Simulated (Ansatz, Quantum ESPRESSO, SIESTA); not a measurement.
# CO2: programs and potentials compared

```
O C
1.0
    -1.97473    1.97473    3.01406
     1.97473   -1.97473    3.01406
     1.97473    1.97473   -3.01406
O C
4 2
Direct
  0.87500 0.95980 0.58480
  0.37500 0.29020 0.41520
  0.04020 0.62500 0.91520
  0.70980 0.12500 0.08480
  0.00000 0.00000 0.00000
  0.75000 0.25000 0.50000
```

The cell comes from a database or a generator and needn't be the stable form of this composition.

Alike in all runs: task band structure; functional PBEsol; k mesh 9 × 9 × 9; occupations fermi-dirac, width 0.05 eV; no spin polarisation; no spin-orbit coupling. Pressure is positive in compression and, in plane waves, holds the error of the finite cutoff, which Ansatz's Pulay term estimates and takes out. Gaps are the smaller of the mesh's and the band path's.

```tsv
program and potentials	plane-wave cutoff (eV)	notes	band gap (eV)	pressure (GPa)	largest force (eV/Å)
Ansatz, Ansatz PAW	420	potentials made for PBE, which Ansatz adapts in part; Pulay term of +1.23 GPa included	7.59	-6.56	0.214
Quantum ESPRESSO, GBRV 1.5 PBEsol	612	-	7.58	-5.47	0.125
Ansatz, all-electron LAPW, scalar-relativistic	-	-	?	?	?
SIESTA, files PseudoDojo sr-pbesol-0.4.1-standard, DZP (energy shift 0.003 Ry)	-	atomic basis	7.50	-2.67	0.283
```

Question: Estimate from the other rows what the run with Ansatz, all-electron LAPW, scalar-relativistic gave.

Answer: Band gap 7.57 eV; pressure -6.30 GPa; largest force 0.192 eV/Å. The other rows, which needn't bracket it: band gap 7.50 to 7.59; pressure -6.56 to -2.67; largest force 0.125 to 0.283.
